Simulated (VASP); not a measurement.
# Pd (Im-3m) in VASP: further runs

The runs below take Pd through equation of state, with LDA.

Everything below comes from runs of VASP 6.6.1. Logs are shortened: lines on timing, memory, paths and dates and some standing lists are left out, and cuts for length are marked.

## Step 1: Starting point

The structure is cubic, space group Im-3m (No. 229). Conventional cell: a = 3.055 Å, b = 3.055 Å, c = 3.055 Å, α = 90.00°, β = 90.00°, γ = 90.00°. Pd (site symmetry m-3m) is surrounded by 8 Pd at 2.65 Å.

This isn't the form of Pd at room conditions, which is fcc.

## Step 2: Equation of state, LDA, 13.68 Å³/atom (a relaxed cell with its volume scaled by 0.96)

File INCAR:

```
  PREC = Accurate
  ENCUT = 520
  EDIFF = 1E-6
  ISMEAR = -1
  SIGMA = 0.05
  LREAL = False
  LASPH = True
  NELM = 100
  ALGO = Normal
  ISIF = 2
  LWAVE = False
  LCHARG = False
  GGA = CA
```

File KPOINTS:

```
Automatic mesh
0
Gamma
  10 10 10
```

File POSCAR:

```
Pd                                      
1.0
   -1.5067005109      1.5067005109      1.5067005109
    1.5067005109     -1.5067005109      1.5067005109
    1.5067005109      1.5067005109     -1.5067005109
  Pd            
     1
Direct
     0.0000000000000000    0.0000000000000000    0.0000000000000000
```

Potentials or basis: VASP PAW LDA potentials, release 64 (Pd).

Started as:

```
$ cat potpaw_LDA.64/Pd/POTCAR > POTCAR
$ mpirun -np 1 vasp_std > vasp.out
```

OUTCAR:

```text
PREC = Accurate
   ENCUT = 520
   EDIFF = 1E-6
   ISMEAR = -1
   LREAL = False
   LASPH = True
   NELM = 100
   ISIF = 2
   GGA = CA

 ion  position               nearest neighbor table
   1  0.000  0.000  0.000-

  LATTYP: Found a body centered cubic cell.
 ALAT       =     3.0134010218

  Lattice vectors:

 A1 = (  -1.5067005109,   1.5067005109,   1.5067005109)
 A2 = (   1.5067005109,  -1.5067005109,   1.5067005109)
 A3 = (   1.5067005109,   1.5067005109,  -1.5067005109)

Analysis of symmetry for initial positions (statically):
=====================================================================
 Subroutine PRICEL returns:
 Original cell was already a primitive cell.

 Routine SETGRP: Setting up the symmetry group for a
 body centered cubic supercell.

 Subroutine GETGRP returns: Found 48 space group operations
 (whereof 48 operations were pure point group operations)
 out of a pool of 48 trial point group operations.

The static configuration has the point symmetry O_h .

Analysis of symmetry for dynamics (positions and initial velocities):
=====================================================================
 Subroutine PRICEL returns:
 Original cell was already a primitive cell.

 Routine SETGRP: Setting up the symmetry group for a
 body centered cubic supercell.

 Subroutine GETGRP returns: Found 48 space group operations
 (whereof 48 operations were pure point group operations)
 out of a pool of 48 trial point group operations.

The dynamic configuration has the point symmetry O_h .

 Subroutine INISYM returns: Found 48 space group operations
 (whereof 48 operations are pure point group operations),
 and found     1 'primitive' translations

----------------------------------------------------------------------------------------

                                     Primitive cell

  volume of cell :      13.6817

  direct lattice vectors                    reciprocal lattice vectors
    -1.506700511  1.506700511  1.506700511     0.000000000  0.331850953  0.331850953
     1.506700511 -1.506700511  1.506700511     0.331850953  0.000000000  0.331850953
     1.506700511  1.506700511 -1.506700511     0.331850953  0.331850953  0.000000000

  length of vectors
     2.609681837  2.609681837  2.609681837     0.469308118  0.469308118  0.469308118

  position of ions in fractional coordinates (direct lattice)
     0.000000000  0.000000000  0.000000000

  ion indices of the primitive-cell ions
   primitive index   ion index
                 1           1

----------------------------------------------------------------------------------------

 KPOINTS: Automatic mesh

Automatic generation of k-mesh.
 Grid dimensions read from file:
 generate k-points for:   10   10   10

 Generating k-lattice:

  Cartesian coordinates                     Fractional coordinates (reciprocal lattice)
     0.000000000  0.033185095  0.033185095     0.100000000  0.000000000  0.000000000
     0.033185095  0.000000000  0.033185095     0.000000000  0.100000000  0.000000000
     0.033185095  0.033185095  0.000000000     0.000000000  0.000000000  0.100000000

  Length of vectors
     0.046930812  0.046930812  0.046930812

  Shift w.r.t. Gamma in fractional coordinates (k-lattice)
     0.000000000  0.000000000  0.000000000

 Subroutine IBZKPT returns following result:
 ===========================================

 Found     47 irreducible k-points:

 Following reciprocal coordinates:
            Coordinates               Weight
  0.000000  0.000000  0.000000      1.000000
  0.100000  0.000000  0.000000     12.000000
  0.200000  0.000000  0.000000     12.000000
  0.300000  0.000000  0.000000     12.000000
  0.400000  0.000000  0.000000     12.000000
  0.500000  0.000000  0.000000      6.000000
[... 16 lines left out ...]
  0.300000  0.300000  0.100000      8.000000
 -0.300000  0.300000  0.100000     24.000000
 [... further k-points ...]
   k-points           NKPTS =     47   k-points in BZ     NKDIM =     47   number of bands    NBANDS=      9
   number of dos      NEDOS =    301   number of ions     NIONS =      1
   total plane-waves  NPLWV =   8000
   dimension x,y,z NGX =    20 NGY =   20 NGZ =   20
   dimension x,y,z NGXF=    40 NGYF=   40 NGZF=   40
   ions per type =               1
   NGX,Y,Z   is equivalent  to a cutoff of  12.74, 12.74, 12.74 a.u.
   NGXF,Y,Z  is equivalent  to a cutoff of  25.48, 25.48, 25.48 a.u.
 SYSTEM =  unknown system
   PREC   = accura    normal or accurate (medium, high low for compatibility)
   ISTART =      0    job   : 0-new  1-cont  2-samecut
   ICHARG =      2    charge: 1-file 2-atom 10-const
   ISPIN  =      1    spin polarized calculation?
   LNONCOLLINEAR =      F non collinear calculations
   LSORBIT =      F    spin-orbit coupling
   LASPH  =      T    aspherical Exc in radial PAW
   ENCUT  =  520.0 eV  38.22 Ry    6.18 a.u.   4.85  4.85  4.85*2*pi/ulx,y,z
   NELM   =    100;   NELMIN=  2; NELMDL= -5     # of ELM steps
   EDIFF  = 0.1E-05   stopping-criterion for ELM
   LREAL  =      F    real-space projection
   EDIFFG = 0.1E-04   stopping-criterion for IOM
   NSW    =      0    number of steps for IOM
   IBRION =     -1    ionic relax: 0-MD 1-quasi-New 2-CG
   NFREE  =      0    steps in history (QN), initial steepest desc. (CG)
   ISIF   =      2    stress and relaxation
   ISYM   =      2    0-nonsym 1-usesym 2-fastsym
   POTIM  = 0.5000    time-step for ionic-motion
   TEBEG  =    0.0;   TEEND  =   0.0 temperature during run
   PSTRESS=    0.0 pullay stress
   NELECT =      10.0000    total number of electrons
   NUPDOWN=      -1.0000    fix difference up-down
   EMIN   =  10.00;   EMAX   =-10.00  energy-range for DOS
   EFERMI =   0.00;   METHOD = LEGACY
   ISMEAR =    -1;   SIGMA  =   0.05  broadening in eV -4-tet -1-fermi 0-gaus
   EFERMI_NEDOS =   21; number of points for ismear=-14 and -15
   IALGO  =     38    algorithm
   IMIX   =      4    mixing-type and parameters
     AMIX     =   0.40;   BMIX     =  1.00
     AMIX_MAG =   1.60;   BMIX_MAG =  1.00
  volume/ion in A,a.u.               =      13.68        92.33
  Fermi-wavevector in a.u.,A,eV,Ry     =   1.474669  2.786720 29.587893  2.174649
  Thomas-Fermi vector in A             =   2.589412
   LORBIT       =      0    0 simple, 1 ext, 2 COOP (PROOUT), +10 PAW based schemes
   GGA     = CA    functional components
   LHFCALC =     F    Hartree Fock is set to
   AEXX    =    0.0000 exact exchange contribution
   IVDW    =     0    specifies the selected vdW correction
   LEPSILON=     F    determine dielectric tensor
   LRPA    =     F    only Hartree local field effects (RPA)
 non-spin polarized calculation
  energy-cutoff  :      520.00
  volume of cell :       13.68
 maximum number of plane-waves:       376
   NGX =  9   NGY =  9   NGZ =  9

 number of electron      10.0000001 magnetization

 Free energy of the ion-electron system (eV)
  ---------------------------------------------------
  ext. energy  EPLUGINS =         0.00000000
  ---------------------------------------------------
  free energy    TOTEN  =        -6.42681425 eV

  energy without entropy =       -6.41873418  energy(sigma->0) =       -6.42277422

 E-fermi :  10.9165     XC(G=0): -13.9800

 val. band max:       10.9129135155   @ k =  -0.4000   0.4000   0.2000
 cond. band min:      11.0060597870   @ k =  -0.4000   0.5000   0.3000
 fundamental gap:      0.0931462715
 Fermi energy:        10.9164668857

 k-point     1 :       0.0000    0.0000    0.0000
  band No.  band energies     occupation
      1       3.1058      2.00000
      2       7.5444      2.00000
      3       7.5444      2.00000
      4       7.5444      2.00000
      5       9.8394      2.00000
      6       9.8394      2.00000
      7      30.3699      0.00000
      8      30.3699      0.00000
      9      30.3699      0.00000

 k-point     2 :       0.1000    0.0000    0.0000
  band No.  band energies     occupation
      1       3.5098      2.00000
      2       7.3976      2.00000
      3       7.5463      2.00000
      4       7.8512      2.00000
      5       9.6738      2.00000
      6       9.8509      2.00000
      7      30.2640      0.00000
      8      30.4358      0.00000
      9      30.9070      0.00000

 k-point     3 :       0.2000    0.0000    0.0000
  band No.  band energies     occupation
      1       4.5143      2.00000
      2       7.0317      2.00000
      3       7.6051      2.00000
      4       8.7139      2.00000
      5       9.4598      2.00000
      6       9.8961      2.00000
      7      28.7261      0.00000
      8      29.7871      0.00000
      9      32.3580      0.00000

 k-point     4 :       0.3000    0.0000    0.0000
  band No.  band energies     occupation
      1       5.1716      2.00000
      2       6.6112      2.00000
      3       8.4966      2.00000
      4       9.5314      2.00000
      5       9.9357      2.00000
      6       9.9838      2.00000
      7      25.2089      0.00000
      8      28.1066      0.00000
      9      33.1459      0.00000

 k-point     5 :       0.4000    0.0000    0.0000
  band No.  band energies     occupation
      1       5.0475      2.00000
      2       6.2929      2.00000
      3       9.6464      2.00000
      4      10.0829      2.00000
      5      10.7026      1.97261
      6      11.1109      0.04015
      7      21.4609      0.00000
      8      26.6879      0.00000
      9      30.4473      0.00000

 k-point     6 :       0.5000    0.0000    0.0000
  band No.  band energies     occupation
      1       4.9229      2.00000
      2       6.1759      2.00000
      3       9.7563      2.00000
      4      10.1281      2.00000
      5      11.6247      0.00000
      6      12.1241      0.00000
      7      19.5009      0.00000
      8      26.1636      0.00000
      9      29.4090      0.00000
[... 169 lines left out ...]
 k-point    21 :       0.3000    0.2000    0.1000
  band No.  band energies     occupation
      1       5.9939      2.00000
      2       6.5058      2.00000
      3       7.9920      2.00000
      4       9.9738      2.00000
      5      10.1760      2.00000
      6      16.4601      0.00000
      7      20.2875      0.00000
      8      22.9614      0.00000
      9      25.8190      0.00000

 k-point    22 :      -0.2000    0.2000    0.1000
  band No.  band energies     occupation
      1       4.8721      2.00000
      2       7.3175      2.00000
      3       7.6350      2.00000
      4       8.6301      2.00000
      5       8.8693      2.00000
      6      10.2656      2.00000
      7      28.9202      0.00000
      8      29.9565      0.00000
      9      32.0362      0.00000

 k-point    23 :       0.3000    0.3000    0.1000
  band No.  band energies     occupation
      1       6.0301      2.00000
      2       7.2430      2.00000
      3       7.2430      2.00000
      4      10.1146      2.00000
      5      10.1146      2.00000
      6      19.4814      0.00000
      7      19.4814      0.00000
      8      19.9719      0.00000
      9      25.7204      0.00000

 k-point    24 :      -0.3000    0.3000    0.1000
  band No.  band energies     occupation
      1       5.5036      2.00000
      2       6.9264      2.00000
      3       7.9581      2.00000
      4       9.1321      2.00000
      5       9.8609      2.00000
      6      10.6677      1.98630
      7      25.4432      0.00000
      8      28.3262      0.00000
      9      31.2220      0.00000

 [... further k-points ...]

------------------------ aborting loop because EDIFF is reached ----------------------------------------

  FORCE on cell =-STRESS in cart. coord.  units (eV):
  Direction    XX          YY          ZZ          XY          YZ          ZX
  --------------------------------------------------------------------------------------
  -------------------------------------------------------------------------------------
  Total        0.8598727      0.8598727      0.8598727     -0.0000000     -0.0000000      0.0000000
  in kB      100.6940774    100.6940774    100.6940774     -0.0000000     -0.0000000      0.0000000
  external PRESSURE =     100.6940774 kB  Pullay stress =       0.0000000 kB

 VOLUME and BASIS-vectors are now :
 -----------------------------------------------------------------------------
  energy-cutoff  :      520.00
  volume of cell :       13.68
      direct lattice vectors                 reciprocal lattice vectors
    -1.506700511  1.506700511  1.506700511     0.000000000  0.331850953  0.331850953
     1.506700511 -1.506700511  1.506700511     0.331850953  0.000000000  0.331850953
     1.506700511  1.506700511 -1.506700511     0.331850953  0.331850953  0.000000000

 POSITION                                       TOTAL-FORCE (eV/Angst)
 -----------------------------------------------------------------------------------
      0.00000      0.00000      0.00000        -0.000000      0.000000     -0.000000
 -----------------------------------------------------------------------------------
    total drift:                                0.000000     -0.000000      0.000000

  FREE ENERGIE OF THE ION-ELECTRON SYSTEM (eV)
  ---------------------------------------------------
  free  energy   TOTEN  =        -6.4268142518 eV

  energy  without entropy=       -6.4187341816  energy(sigma->0) =       -6.42277422
```

Wall time 3.7 s (1 thread of Intel Xeon Platinum 8375C at 2.90GHz (Ice Lake), shared host); peak memory 0.12 GiB.

Results:

- Free energy: -6.4268 eV
- Pressure: 10.1 GPa
- Band gap on the k mesh: none (metal or under the smearing width)

## Step 3: Equation of state, LDA, 13.97 Å³/atom (a relaxed cell with its volume scaled by 0.98)

INCAR is that of step 2.

KPOINTS is that of step 2.

File POSCAR:

```
Pd                                      
1.0
   -1.5170918773      1.5170918773      1.5170918773
    1.5170918773     -1.5170918773      1.5170918773
    1.5170918773      1.5170918773     -1.5170918773
  Pd            
     1
Direct
     0.0000000000000000    0.0000000000000000    0.0000000000000000
```

Potentials or basis: VASP PAW LDA potentials, release 64 (Pd).

Started as:

```
$ cat potpaw_LDA.64/Pd/POTCAR > POTCAR
$ mpirun -np 1 vasp_std > vasp.out
```

Run time: 3.5 s. Hardware: 1 thread of Intel Xeon Platinum 8375C at 2.90GHz (Ice Lake), shared host; peak memory 0.12 GiB.

It converged, with:

- Free energy: -6.4400 eV
- Pressure: 4.7 GPa
- Band gap on the k mesh: none (metal or under the smearing width)

## Step 4: Equation of state, LDA, 14.25 Å³/atom

INCAR is that of step 3.

KPOINTS is that of step 3.

File POSCAR:

```
Pd                                      
1.0
   -1.5273428090      1.5273428090      1.5273428090
    1.5273428090     -1.5273428090      1.5273428090
    1.5273428090      1.5273428090     -1.5273428090
  Pd            
     1
Direct
     0.0000000000000000    0.0000000000000000    0.0000000000000000
```

Started as:

```
$ cat potpaw_LDA.64/Pd/POTCAR > POTCAR
$ mpirun -np 1 vasp_std > vasp.out
```

Run time: 3.8 s. Hardware: 1 thread of Intel Xeon Platinum 8375C at 2.90GHz (Ice Lake), shared host; peak memory 0.12 GiB.

It converged, with:

```yaml
Free_energy: -6.4442 eV
Pressure: 0.0 GPa
Band_gap_on_the_k_mesh: none (metal or under the smearing width)
```

## Step 5: Equation of state, LDA, 14.54 Å³/atom (a relaxed cell with its volume scaled by 1.02)

INCAR is that of step 4.

KPOINTS is that of step 4.

File POSCAR:

```
Pd                                      
1.0
   -1.5374579568      1.5374579568      1.5374579568
    1.5374579568     -1.5374579568      1.5374579568
    1.5374579568      1.5374579568     -1.5374579568
  Pd            
     1
Direct
     0.0000000000000000    0.0000000000000000    0.0000000000000000
```

Started as:

```
$ cat potpaw_LDA.64/Pd/POTCAR > POTCAR
$ mpirun -np 1 vasp_std > vasp.out
```

Wall time 3.7 s (1 thread of Intel Xeon Platinum 8375C at 2.90GHz (Ice Lake), shared host); peak memory 0.12 GiB.

The run converged. Its results:

* Free energy: -6.4406 eV
* Pressure: -4.2 GPa
* Band gap on the k mesh: none (metal or under the smearing width)

## Step 6: Equation of state, LDA, 14.82 Å³/atom (a relaxed cell with its volume scaled by 1.04)

INCAR is that of step 5.

KPOINTS is that of step 5.

File POSCAR:

```
Pd                                      
1.0
   -1.5474417298      1.5474417298      1.5474417298
    1.5474417298     -1.5474417298      1.5474417298
    1.5474417298      1.5474417298     -1.5474417298
  Pd            
     1
Direct
     0.0000000000000000    0.0000000000000000    0.0000000000000000
```

Potentials or basis: VASP PAW LDA potentials, release 64 (Pd).

Started as:

```
$ cat potpaw_LDA.64/Pd/POTCAR > POTCAR
$ mpirun -np 1 vasp_std > vasp.out
```

Run time: 3.7 s. Hardware: 1 thread of Intel Xeon Platinum 8375C at 2.90GHz (Ice Lake), shared host; peak memory 0.12 GiB.

Results (log left out):

* Free energy: -6.4301 eV
* Pressure: -7.8 GPa
* Band gap on the k mesh: none (metal or under the smearing width)

## Step 7: Equation of state, LDA

No new run: the results of the series are fitted here.

Results:

```yaml
Equilibrium_volume: 14.26 Å³/atom
Bulk_modulus: 220 GPa
Pressure_derivative_of_the_bulk_modulus: "5.6 (rough: it moves with the points fitted)"
```

Energy against volume, from the lowest point:
```csv
volume (Å³/atom),energy (meV/atom)
13.682,17.43
13.967,4.23
14.252,0.00
14.537,3.63
14.822,14.14
```
